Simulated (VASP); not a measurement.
# Ti (P6_3/mmc) in VASP: notebook

Runs on Ti. Level: PBE. Tasks: single point.

Everything below comes from runs of VASP 6.6.1. Logs are shortened: lines on timing, memory, paths and dates and some standing lists are left out, and cuts for length are marked.

## Step 1: Starting point

It takes space group P6_3/mmc (No. 194, hexagonal). Conventional cell: a = 2.950 Å, b = 2.950 Å, c = 4.680 Å, α = 90.00°, β = 90.00°, γ = 120.00°. Ti (site symmetry -6m2) is surrounded by 12 Ti at 2.89 to 2.95 Å.

## Step 2: Single point, PBE

Input file INCAR:

```
ALGO     = Normal         # electronic algorithm
EDIFF    = 1E-7           # SCF threshold, eV
ENCUT    = 600            # plane-wave cutoff, eV
GGA      = PE             # functional
ISIF     = 2              # what is computed and relaxed
ISMEAR   = 0              # smearing method
LASPH    = True           # aspherical terms in the spheres
LCHARG   = False          # write CHGCAR
LREAL    = False          # projectors in reciprocal space
LWAVE    = False          # write WAVECAR
NELM     = 60             # most SCF steps
PREC     = Accurate       # precision mode
SIGMA    = 0.1            # smearing width, eV
```

Input file KPOINTS:

```
k-points
0
Gamma
  12 12 6
```

Input file POSCAR:

```
Ti
1.0
    2.9500000000      0.0000000000      0.0000000000
   -1.4750000000      2.5547749400      0.0000000000
    0.0000000000      0.0000000000      4.6800000000
Ti
2
Direct
    0.3333333300      0.6666666700      0.2500000000
    0.6666666700      0.3333333300      0.7500000000
```

Potentials or basis: VASP PAW PBE potentials, release 64 (Ti_sv).

Run with:

```sh
cat potpaw_PBE.64/Ti_sv/POTCAR > POTCAR
mpirun -np 1 vasp_std > vasp.out
```

OUTCAR:

```text
EDIFF = 1E-7
   ENCUT = 600
   GGA = PE
   ISIF = 2
   ISMEAR = 0
   LASPH = True
   LREAL = False
   NELM = 60
   PREC = Accurate

 ion  position               nearest neighbor table
   1  0.333  0.667  0.250-   2 2.89   2 2.89   2 2.89   2 2.89   2 2.89   2 2.89
   2  0.667  0.333  0.750-   1 2.89   1 2.89   1 2.89   1 2.89   1 2.89   1 2.89

  LATTYP: Found a hexagonal cell.
 ALAT       =     2.9500000000
 C/A-ratio  =     1.5864406780

  Lattice vectors:

 A1 = (   2.9500000000,   0.0000000000,   0.0000000000)
 A2 = (  -1.4750000000,   2.5547749400,   0.0000000000)
 A3 = (   0.0000000000,   0.0000000000,   4.6800000000)

Analysis of symmetry for initial positions (statically):
=====================================================================
 Subroutine PRICEL returns:
 Original cell was already a primitive cell.

 Routine SETGRP: Setting up the symmetry group for a
 hexagonal supercell.

 Subroutine GETGRP returns: Found 24 space group operations
 (whereof 12 operations were pure point group operations)
 out of a pool of 24 trial point group operations.

The static configuration has the point symmetry D_3d.
 The point group associated with its full space group is D_6h.

Analysis of symmetry for dynamics (positions and initial velocities):
=====================================================================
 Subroutine PRICEL returns:
 Original cell was already a primitive cell.

 Routine SETGRP: Setting up the symmetry group for a
 hexagonal supercell.

 Subroutine GETGRP returns: Found 24 space group operations
 (whereof 12 operations were pure point group operations)
 out of a pool of 24 trial point group operations.

The dynamic configuration has the point symmetry D_3d.
 The point group associated with its full space group is D_6h.

 Subroutine INISYM returns: Found 24 space group operations
 (whereof 12 operations are pure point group operations),
 and found     1 'primitive' translations

----------------------------------------------------------------------------------------

                                     Primitive cell

  volume of cell :      35.2712

  direct lattice vectors                    reciprocal lattice vectors
     2.950000000  0.000000000  0.000000000     0.338983051  0.195711956  0.000000000
    -1.475000000  2.554774940  0.000000000     0.000000000  0.391423911  0.000000000
     0.000000000  0.000000000  4.680000000     0.000000000  0.000000000  0.213675214

  length of vectors
     2.950000000  2.949999999  4.680000000     0.391423911  0.391423911  0.213675214

  position of ions in fractional coordinates (direct lattice)
     0.333333330  0.666666670  0.250000000
     0.666666670  0.333333330  0.750000000

  ion indices of the primitive-cell ions
   primitive index   ion index
                 1           1
                 2           2

----------------------------------------------------------------------------------------

 KPOINTS: k-points

Automatic generation of k-mesh.
 Grid dimensions read from file:
 generate k-points for:   12   12    6

 Generating k-lattice:

  Cartesian coordinates                     Fractional coordinates (reciprocal lattice)
     0.028248588  0.016309330  0.000000000     0.083333333 -0.000000000  0.000000000
     0.000000000  0.032618659  0.000000000     0.000000000  0.083333333  0.000000000
     0.000000000  0.000000000  0.035612536     0.000000000  0.000000000  0.166666667

  Length of vectors
     0.032618659  0.032618659  0.035612536

  Shift w.r.t. Gamma in fractional coordinates (k-lattice)
     0.000000000  0.000000000  0.000000000

 Subroutine IBZKPT returns following result:
 ===========================================

 Found     76 irreducible k-points:

 Following reciprocal coordinates:
            Coordinates               Weight
  0.000000  0.000000  0.000000      1.000000
  0.083333  0.000000  0.000000      6.000000
  0.166667  0.000000  0.000000      6.000000
  0.250000  0.000000  0.000000      6.000000
  0.333333 -0.000000  0.000000      6.000000
  0.416667  0.000000  0.000000      6.000000
[... 16 lines left out ...]
  0.250000  0.000000  0.166667     12.000000
  0.333333 -0.000000  0.166667     12.000000
 [... further k-points ...]
   k-points           NKPTS =     76   k-points in BZ     NKDIM =     76   number of bands    NBANDS=     16
   number of dos      NEDOS =    301   number of ions     NIONS =      2
   total plane-waves  NPLWV =  23040
   dimension x,y,z NGX =    24 NGY =   24 NGZ =   40
   dimension x,y,z NGXF=    48 NGYF=   48 NGZF=   80
   ions per type =               2
   NGX,Y,Z   is equivalent  to a cutoff of  13.53, 13.53, 14.21 a.u.
   NGXF,Y,Z  is equivalent  to a cutoff of  27.05, 27.05, 28.42 a.u.
 SYSTEM =  unknown system
   PREC   = accura    normal or accurate (medium, high low for compatibility)
   ISTART =      0    job   : 0-new  1-cont  2-samecut
   ICHARG =      2    charge: 1-file 2-atom 10-const
   ISPIN  =      1    spin polarized calculation?
   LNONCOLLINEAR =      F non collinear calculations
   LSORBIT =      F    spin-orbit coupling
   LASPH  =      T    aspherical Exc in radial PAW
   ENCUT  =  600.0 eV  44.10 Ry    6.64 a.u.   5.89  5.89  9.35*2*pi/ulx,y,z
   NELM   =     60;   NELMIN=  2; NELMDL= -5     # of ELM steps
   EDIFF  = 0.1E-06   stopping-criterion for ELM
   LREAL  =      F    real-space projection
   EDIFFG = 0.1E-05   stopping-criterion for IOM
   NSW    =      0    number of steps for IOM
   IBRION =     -1    ionic relax: 0-MD 1-quasi-New 2-CG
   NFREE  =      0    steps in history (QN), initial steepest desc. (CG)
   ISIF   =      2    stress and relaxation
   ISYM   =      2    0-nonsym 1-usesym 2-fastsym
   POTIM  = 0.5000    time-step for ionic-motion
   TEBEG  =    0.0;   TEEND  =   0.0 temperature during run
   PSTRESS=    0.0 pullay stress
   NELECT =      24.0000    total number of electrons
   NUPDOWN=      -1.0000    fix difference up-down
   EMIN   =  10.00;   EMAX   =-10.00  energy-range for DOS
   EFERMI =   0.00;   METHOD = LEGACY
   ISMEAR =     0;   SIGMA  =   0.10  broadening in eV -4-tet -1-fermi 0-gaus
   EFERMI_NEDOS =   21; number of points for ismear=-14 and -15
   IALGO  =     38    algorithm
   IMIX   =      4    mixing-type and parameters
     AMIX     =   0.40;   BMIX     =  1.00
     AMIX_MAG =   1.60;   BMIX_MAG =  1.00
  volume/ion in A,a.u.               =      17.64       119.01
  Fermi-wavevector in a.u.,A,eV,Ry     =   1.439920  2.721055 28.209912  2.073370
  Thomas-Fermi vector in A             =   2.558722
   LORBIT       =      0    0 simple, 1 ext, 2 COOP (PROOUT), +10 PAW based schemes
   GGA     = PE    functional components
   LHFCALC =     F    Hartree Fock is set to
   AEXX    =    0.0000 exact exchange contribution
   IVDW    =     0    specifies the selected vdW correction
   LEPSILON=     F    determine dielectric tensor
   LRPA    =     F    only Hartree local field effects (RPA)
 non-spin polarized calculation
 Gauss-broadening in eV      SIGMA  =   0.10
  energy-cutoff  :      600.00
  volume of cell :       35.27
 maximum number of plane-waves:      1194
 NGX is ok and might be reduce to    24
   NGX = 11   NGY = 11   NGZ = 19

 number of electron      23.9999997 magnetization

 Free energy of the ion-electron system (eV)
  ---------------------------------------------------
  ext. energy  EPLUGINS =         0.00000000
  ---------------------------------------------------
  free energy    TOTEN  =       -15.67291553 eV

  energy without entropy =      -15.66219749  energy(sigma->0) =      -15.66755651

 E-fermi :   8.1975     XC(G=0): -11.4256

 val. band max:        8.1701154712   @ k =   0.1667   0.0000   0.0000
 cond. band min:       8.2027493624   @ k =   0.2500   0.2500   0.3333
 fundamental gap:      0.0326338912
 Fermi energy:         8.1974525282

 k-point     1 :       0.0000    0.0000    0.0000
  band No.  band energies     occupation
      1     -48.7104      2.00000
      2     -48.5827      2.00000
      3     -25.2806      2.00000
      4     -24.6670      2.00000
      5     -24.6670      2.00000
      6     -24.6092      2.00000
[... 8 lines left out ...]
     15       9.4269      0.00000
     16       9.4269      0.00000

 k-point     2 :       0.0833    0.0000    0.0000
  band No.  band energies     occupation
      1     -48.7040      2.00000
      2     -48.5802      2.00000
      3     -25.2661      2.00000
      4     -24.6966      2.00000
      5     -24.6769      2.00000
      6     -24.6153      2.00000
[... 8 lines left out ...]
     15       9.3481      0.00000
     16       9.5465      0.00000

 k-point     3 :       0.1667    0.0000    0.0000
  band No.  band energies     occupation
      1     -48.6861      2.00000
      2     -48.5736      2.00000
      3     -25.2249      2.00000
      4     -24.7781      2.00000
      5     -24.7031      2.00000
      6     -24.6852      2.00000
[... 8 lines left out ...]
     15       9.4530      0.00000
     16       9.4645      0.00000

 k-point     4 :       0.2500    0.0000    0.0000
  band No.  band energies     occupation
      1     -48.6606      2.00000
      2     -48.5655      2.00000
      3     -25.1628      2.00000
      4     -24.8906      2.00000
      5     -24.7943      2.00000
      6     -24.7374      2.00000
[... 8 lines left out ...]
     15       9.2128      0.00000
     16      10.0495      0.00000
[... 324 lines left out ...]
 k-point    22 :       0.1667    0.0000    0.1667
  band No.  band energies     occupation
      1     -48.6787      2.00000
      2     -48.5812      2.00000
      3     -25.1921      2.00000
      4     -24.7685      2.00000
      5     -24.7312      2.00000
      6     -24.6954      2.00000
[... 8 lines left out ...]
     15       9.2166      0.00000
     16       9.6709      0.00000

 k-point    23 :       0.2500    0.0000    0.1667
  band No.  band energies     occupation
      1     -48.6543      2.00000
      2     -48.5719      2.00000
      3     -25.1475      2.00000
      4     -24.8740      2.00000
      5     -24.8280      2.00000
      6     -24.7285      2.00000
[... 8 lines left out ...]
     15       9.1774      0.00000
     16      10.1003      0.00000

 k-point    24 :       0.3333   -0.0000    0.1667
  band No.  band energies     occupation
      1     -48.6280      2.00000
      2     -48.5645      2.00000
      3     -25.1181      2.00000
      4     -24.9657      2.00000
      5     -24.9168      2.00000
      6     -24.7607      2.00000
[... 8 lines left out ...]
     15       9.1513      0.00000
     16      10.7211      0.00000

 [... further k-points ...]

------------------------ aborting loop because EDIFF is reached ----------------------------------------

  FORCE on cell =-STRESS in cart. coord.  units (eV):
  Direction    XX          YY          ZZ          XY          YZ          ZX
  --------------------------------------------------------------------------------------
  -------------------------------------------------------------------------------------
  Total       -0.3836006     -0.3836006     -0.4022792      0.0000000     -0.0000000      0.0000000
  in kB      -17.4248618    -17.4248618    -18.2733269      0.0000000     -0.0000000      0.0000000
  external PRESSURE =     -17.7076835 kB  Pullay stress =       0.0000000 kB

 VOLUME and BASIS-vectors are now :
 -----------------------------------------------------------------------------
  energy-cutoff  :      600.00
  volume of cell :       35.27
      direct lattice vectors                 reciprocal lattice vectors
     2.950000000  0.000000000  0.000000000     0.338983051  0.195711956  0.000000000
    -1.475000000  2.554774940  0.000000000     0.000000000  0.391423911  0.000000000
     0.000000000  0.000000000  4.680000000     0.000000000  0.000000000  0.213675214

 POSITION                                       TOTAL-FORCE (eV/Angst)
 -----------------------------------------------------------------------------------
     -0.00000      1.70318      1.17000        -0.000000      0.000000      0.000000
      1.47500      0.85159      3.51000         0.000000     -0.000000      0.000000
 -----------------------------------------------------------------------------------
    total drift:                               -0.000009      0.000005     -0.000000

  FREE ENERGIE OF THE ION-ELECTRON SYSTEM (eV)
  ---------------------------------------------------
  free  energy   TOTEN  =       -15.6729155285 eV

  energy  without entropy=      -15.6621974939  energy(sigma->0) =      -15.66755651
```

Run time: 26 s. Hardware: 1 thread of AMD EPYC 9R45 (Zen 5), shared host; peak memory 0.15 GiB.

What came out:

```yaml
Free_energy: -15.6729 eV
Pressure: -1.8 GPa
Band_gap_on_the_k_mesh: none (metal or under the smearing width)
```

Levels at points of the mesh, in eV from the Fermi level:
| k point | band 10 | band 11 | band 12 | band 13 | band 14 | band 15 |
| --- | --- | --- | --- | --- | --- | --- |
| (0.00, 0.00, 0.00) | -2.67 | 0.69 | 0.75 | 0.75 | 0.84 | 1.23 |
| (0.50, 0.00, 0.00) | -2.13 | -1.83 | -0.66 | 0.46 | 0.59 | 1.13 |
| (0.00, 0.00, 0.50) | -4.36 | 0.06 | 0.06 | 0.66 | 0.66 | 0.66 |
| (0.50, 0.00, 0.50) | -2.52 | -0.82 | -0.82 | 1.27 | 1.27 | 1.68 |

## Step 3: Single point, PBE

Edit INCAR of step 2 so:

```diff
@@ -2,3 +2,3 @@
 EDIFF    = 1E-7           # SCF threshold, eV
-ENCUT    = 600            # plane-wave cutoff, eV
+ENCUT    = 700            # plane-wave cutoff, eV
 GGA      = PE             # functional
```

KPOINTS is that of step 2.

POSCAR is that of step 2.

Potentials or basis: VASP PAW PBE potentials, release 64 (Ti_sv).

Run with:

```sh
cat potpaw_PBE.64/Ti_sv/POTCAR > POTCAR
mpirun -np 1 vasp_std > vasp.out
```

OUTCAR:

```text
EDIFF = 1E-7
   ENCUT = 700
   GGA = PE
   ISIF = 2
   ISMEAR = 0
   LASPH = True
   LREAL = False
   NELM = 60
   PREC = Accurate

 ion  position               nearest neighbor table
   1  0.333  0.667  0.250-   2 2.89   2 2.89   2 2.89   2 2.89   2 2.89   2 2.89
   2  0.667  0.333  0.750-   1 2.89   1 2.89   1 2.89   1 2.89   1 2.89   1 2.89

  LATTYP: Found a hexagonal cell.
 ALAT       =     2.9500000000
 C/A-ratio  =     1.5864406780

  Lattice vectors:

 A1 = (   2.9500000000,   0.0000000000,   0.0000000000)
 A2 = (  -1.4750000000,   2.5547749400,   0.0000000000)
 A3 = (   0.0000000000,   0.0000000000,   4.6800000000)

Analysis of symmetry for initial positions (statically):
=====================================================================
 Subroutine PRICEL returns:
 Original cell was already a primitive cell.

 Routine SETGRP: Setting up the symmetry group for a
 hexagonal supercell.

 Subroutine GETGRP returns: Found 24 space group operations
 (whereof 12 operations were pure point group operations)
 out of a pool of 24 trial point group operations.

The static configuration has the point symmetry D_3d.
 The point group associated with its full space group is D_6h.
[... 164 lines left out ...]
 E-fermi :   8.1970     XC(G=0): -11.4256

 val. band max:        8.1696070190   @ k =   0.1667   0.0000   0.0000
 cond. band min:       8.2022429038   @ k =   0.2500   0.2500   0.3333
 fundamental gap:      0.0326358848
 Fermi energy:         8.1969719318

 k-point     1 :       0.0000    0.0000    0.0000
  band No.  band energies     occupation
      1     -48.7112      2.00000
      2     -48.5836      2.00000
      3     -25.2811      2.00000
      4     -24.6676      2.00000
      5     -24.6676      2.00000
      6     -24.6098      2.00000
[... 433 lines left out ...]
      3     -25.1187      2.00000
      4     -24.9663      2.00000
      5     -24.9174      2.00000
      6     -24.7613      2.00000
[... 8 lines left out ...]
     15       9.1508      0.00000
     16      10.7206      0.00000

 [... further k-points ...]

------------------------ aborting loop because EDIFF is reached ----------------------------------------

  FORCE on cell =-STRESS in cart. coord.  units (eV):
  Direction    XX          YY          ZZ          XY          YZ          ZX
  --------------------------------------------------------------------------------------
  -------------------------------------------------------------------------------------
  Total       -0.3825398     -0.3825398     -0.4009964      0.0000000     -0.0000000      0.0000000
  in kB      -17.3766755    -17.3766755    -18.2150566      0.0000000     -0.0000000      0.0000000
  external PRESSURE =     -17.6561359 kB  Pullay stress =       0.0000000 kB

 VOLUME and BASIS-vectors are now :
 -----------------------------------------------------------------------------
  energy-cutoff  :      700.00
  volume of cell :       35.27
      direct lattice vectors                 reciprocal lattice vectors
     2.950000000  0.000000000  0.000000000     0.338983051  0.195711956  0.000000000
    -1.475000000  2.554774940  0.000000000     0.000000000  0.391423911  0.000000000
     0.000000000  0.000000000  4.680000000     0.000000000  0.000000000  0.213675214

 POSITION                                       TOTAL-FORCE (eV/Angst)
 -----------------------------------------------------------------------------------
     -0.00000      1.70318      1.17000         0.000000     -0.000000      0.000000
      1.47500      0.85159      3.51000        -0.000000      0.000000      0.000000
 -----------------------------------------------------------------------------------
    total drift:                               -0.000009      0.000005     -0.000000

  FREE ENERGIE OF THE ION-ELECTRON SYSTEM (eV)
  ---------------------------------------------------
  free  energy   TOTEN  =       -15.6739691552 eV

  energy  without entropy=      -15.6632508442  energy(sigma->0) =      -15.66861000
```

Wall time 42 s (1 thread of AMD EPYC 9R45 (Zen 5), shared host); peak memory 0.18 GiB.

What came out:

```yaml
Free_energy: -15.6740 eV
Pressure: -1.8 GPa
Band_gap_on_the_k_mesh: none (metal or under the smearing width)
```

Stress tensor (GPa, compression positive):
```
-1.74  0.00  0.00
 0.00 -1.74  0.00
 0.00  0.00 -1.82
```
